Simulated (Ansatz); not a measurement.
Runs of Ansatz 0.2.0 on PbSe (Clausthalite). The structure is cubic, space group Fm-3m (No. 225). The conventional cell has a = 6.121 Å, b = 6.121 Å, c = 6.121 Å, α = 90.00°, β = 90.00°, γ = 90.00°. Pb (site symmetry m-3m) is surrounded by 6 Se at 3.06 Å. Se (site symmetry m-3m) has 6 Pb at 3.06 Å as nearest neighbours. 

```csv
task,level,potentials or basis,spin,cell,k mesh,cutoff (eV),smearing,other keys,mesh quality,gap on the mesh (eV),pressure (GPa),moment (μB)
single point,PBE0,Ansatz PAW large core,off,as given,5 × 5 × 5,420,fixed,scf.convergence.dr2_threshold = 1e-08; scf.n_extra_bands = 8,not flagged,-,1.3,-
density of states,HSE03,Ansatz PAW,off,as given,4 × 4 × 4,420,fixed,scf.mixing.algorithm = anderson; scf.mixing.beta = 0.5,coarse,0.57,1.4,-
atomic charges,HSEsol,Ansatz PAW,off,as given,4 × 4 × 4,420,gaussian 0.05 eV,-,coarse,(a),-0.6,-
projected density of states,PBE0,Ansatz NC,off,as given,4 × 4 × 4,1170,fixed,-,coarse,(b),1.5,-
single point,HF,Ansatz PAW earlier set,"collinear, program default start",as given,4 × 4 × 4,700,gaussian 0.02 eV,scf.initial_density.chi_scale = 0.3,coarse,5.08,8.0,0.00
single point,LDA,JTH PAW LDA,"collinear, program default start","atoms moved at random, drawn with an rms of 0.05 Å",6 × 6 × 6,1800,gaussian 0.15 eV,basis.xc_grid = 2; scf.lower_state_search = standard,not flagged,0.19,-2.2,0.00
relaxation of cell and atoms,PBEsol,Ansatz PAW earlier set,"collinear, ferromagnetic start",relaxed from: volume scaled by 0.96,8 × 8 × 8,580,gaussian 0.02 eV,"hamiltonian.pseudopotentials = kind paw, source ansatz; …",not flagged,0.17,0.0,0.00
```

**Question.** Estimate the missing entries.

**Answer.** (a) 0.62; (b) 1.36.

Caveats: some runs use coarse meshes; spin-orbit coupling is left out, which as a rule narrows the gap of such compounds by several tenths of an eV (some runs); the PAW data sets come from PBE, with cores solved anew for the run's functional, which leaves a small shift of forces and pressure (some runs); the thresholds are loose for stress (some runs); this set keeps more shells in the core, which shifts pressures and gaps (some runs); the potentials were made for another functional, which shifts forces and pressure (some runs); the plane-wave basis is chosen anew once the cell has moved, so the energies of steps on either side of that aren't comparable (some runs); the starting moments weren't kept (some runs).

A k mesh can miss the band edges, and the runs leave out spin-orbit coupling on Pb, Se.

The runs don't all hold the same shells in valence.
